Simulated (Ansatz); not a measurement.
TiO2 built on the fluorite prototype was relaxed with r2SCAN, strained in 3 ways (changes of length per length), its atoms relaxed again with r2SCAN, and run with HSE06 in Ansatz. The calculation is spin-unpolarised, and the structure need not be a phase that has been made.

Uniaxial +0.35 % along x, other directions held. Input:
```yaml
crystal:
  lattice:
    - [0.0, 2.3968272579, 2.3968272579]
    - [2.4052161533, 0.0, 2.3968272579]
    - [2.4052161533, 2.3968272579, 0.0]
  atoms:
    - { symbol: Ti, position: [0.0, 0.0, 0.0] }
    - { symbol: O, position: [0.25, 0.25, 0.25] }
    - { symbol: O, position: [0.75, 0.75, 0.75] }
kpoints:
  mp_grid: { grid: [6, 6, 6] }
  band_path:
    path:
      - [0.0, 0.0, 0.0]
      - [0.5, 0.0, 0.5]
      - [0.625, 0.25, 0.625]
      - [0.375, 0.375, 0.75]
      - [0.5, 0.5, 0.5]
      - [0.5, 0.25, 0.75]
    npoints: 1
hamiltonian:
  xc: hse06
scf:
  occupations: { method: fixed }
  n_extra_bands: 4
output:
  forces: true
  stress: true
  eigenvalues: true
```

Main results, then levels in eV from the Fermi energy at the points of the path (names of the unstrained zone, bands numbered from 0):
```
Crystal: 3 atoms, lattice volume = 27.635 Å³
Basis set: ecut = 420 eV, 537 PW (Γ)
Symmetry: 16 space group operations
Space group: I4/mmm (ITA 139)
k-points: 30 of 216
Free energy (F): -3637.035116 eV
Fermi energy:    11.411129 eV
--- Forces (eV/Å), atoms counted from 1 ---
  atom   1  Ti      0.00000      0.00000      0.00000
  atom   2  O       0.00000      0.00000      0.00000
  atom   3  O       0.00000      0.00000      0.00000
--- Stress (GPa, compression-positive) ---
       -6.285833       0.000000       0.000000
        0.000000      -4.194223       0.000000
        0.000000       0.000000      -4.194223
  P = ⅓ Tr σ = -4.8914 GPa (-48.914 kbar)
```
```tsv
point	band_7	band_8	band_9	band_10	band_11	band_12	band_13	band_14
Γ	-6.650	-6.639	-1.052	-0.994	-0.994	2.601	2.621	6.914
X	-5.179	-5.150	-2.381	-2.316	0.000	3.331	3.463	4.204
U	-5.420	-4.878	-3.139	-2.168	-0.484	3.330	3.579	4.571
K	-5.420	-4.878	-3.139	-2.168	-0.484	3.330	3.579	4.571
L	-5.418	-3.741	-3.726	-2.873	-2.865	2.944	2.952	4.176
W	-6.566	-3.773	-3.773	-2.175	-0.264	3.480	3.751	4.610
```

The HSE06 gap is indirect, 2.60 eV (X to Γ), below the direct gap of 3.33 eV at X. The mean pressure at these positions is -4.9 GPa, compression counted positive. (The program warns that its thresholds are loose for a hybrid's stress.)

Question: Biaxial -1.72 % in x and y, z held gives these blocks instead:
```yaml
crystal:
  lattice:
    - [0.0, 2.3556018291, 2.3968272579]
    - [2.3556018291, 0.0, 2.3968272579]
    - [2.3556018291, 2.3556018291, 0.0]
  atoms:
    - { symbol: Ti, position: [0.0, 0.0, 0.0] }
    - { symbol: O, position: [0.25, 0.25, 0.25] }
    - { symbol: O, position: [0.75, 0.75, 0.75] }
```
What comes out?

Answer:
```
Crystal: 3 atoms, lattice volume = 26.599 Å³
Basis set: ecut = 420 eV, 533 PW (Γ)
Symmetry: 16 space group operations
Space group: I4/mmm (ITA 139)
k-points: 30 of 216
Free energy (F): -3637.022024 eV
Fermi energy:    12.152353 eV
--- Forces (eV/Å), atoms counted from 1 ---
  atom   1  Ti      0.00000      0.00000      0.00000
  atom   2  O       0.00000      0.00000      0.00000
  atom   3  O       0.00000      0.00000      0.00000
--- Stress (GPa, compression-positive) ---
        9.957863       0.000000       0.000000
        0.000000       9.957863       0.000000
        0.000000       0.000000      -1.087069
  P = ⅓ Tr σ = 6.2762 GPa (62.762 kbar)
```
```tsv
point	band_7	band_8	band_9	band_10	band_11	band_12	band_13	band_14
Γ	-7.011	-6.951	-1.303	-1.005	-1.005	2.549	2.658	7.167
X	-5.481	-5.328	-2.688	-2.349	0.000	3.347	3.567	4.441
U	-5.684	-5.120	-3.359	-2.283	-0.506	3.381	3.663	4.792
K	-5.630	-5.076	-3.286	-2.297	-0.703	3.390	3.637	4.682
L	-5.687	-3.931	-3.867	-3.038	-3.002	2.954	2.999	4.361
W	-6.815	-3.973	-3.876	-2.413	-0.395	3.491	3.875	4.729
```
With HSE06 the valence top lies at X and the conduction bottom at Γ, 2.55 eV higher; the smallest vertical gap, at X, is 3.35 eV. With the atoms held, the mean pressure is +6.3 GPa (compression positive). The stress of a hybrid is loosely converged here.

Uniaxial +1.03 % along [111], other directions held. These blocks change:
```yaml
crystal:
  lattice:
    - [0.0164582138, 2.4132854717, 2.4132854717]
    - [2.4132854717, 0.0164582138, 2.4132854717]
    - [2.4132854717, 2.4132854717, 0.0164582138]
  atoms:
    - { symbol: Ti, position: [0.0, 0.0, 0.0] }
    - { symbol: O, position: [0.2496527415, 0.2496527415, 0.2496527415] }
    - { symbol: O, position: [0.7503472585, 0.7503472585, 0.7503472585] }
```

```
Crystal: 3 atoms, lattice volume = 27.822 Å³
Basis set: ecut = 420 eV, 537 PW (Γ)
Symmetry: 12 space group operations
Space group: R-3m (ITA 166)
k-points: 32 of 216
Free energy (F): -3637.028412 eV
Fermi energy:    11.278807 eV
--- Forces (eV/Å), atoms counted from 1 ---
  atom   1  Ti      0.00000      0.00000      0.00000
  atom   2  O       0.00549      0.00549      0.00549
  atom   3  O     -0.00549    -0.00549    -0.00549
--- Stress (GPa, compression-positive) ---
       -6.665177      -0.244064      -0.244064
       -0.244064      -6.665177      -0.244064
       -0.244064      -0.244064      -6.665177
  P = ⅓ Tr σ = -6.6652 GPa (-66.652 kbar)
```
```tsv
point	band_7	band_8	band_9	band_10	band_11	band_12	band_13	band_14
Γ	-6.572	-6.572	-1.005	-1.005	-0.970	2.615	2.615	6.848
X	-5.148	-5.086	-2.361	-2.267	0.000	3.326	3.454	4.162
U	-5.379	-4.801	-3.132	-2.101	-0.479	3.317	3.570	4.523
K	-5.379	-4.801	-3.132	-2.101	-0.479	3.317	3.570	4.523
L	-5.370	-3.693	-3.661	-2.830	-2.830	2.934	2.934	4.084
W	-6.500	-3.752	-3.694	-2.171	-0.266	3.460	3.755	4.528
```

The HSE06 gap is indirect, 2.62 eV (X to Γ), below the direct gap of 3.33 eV at X. The mean pressure is -6.7 GPa (compression positive), so HSE06 would shrink the cell's volume. The stress of a hybrid is loosely converged here.

The meshes of the hybrids are coarse, so their gaps aren't converged to the digits shown.
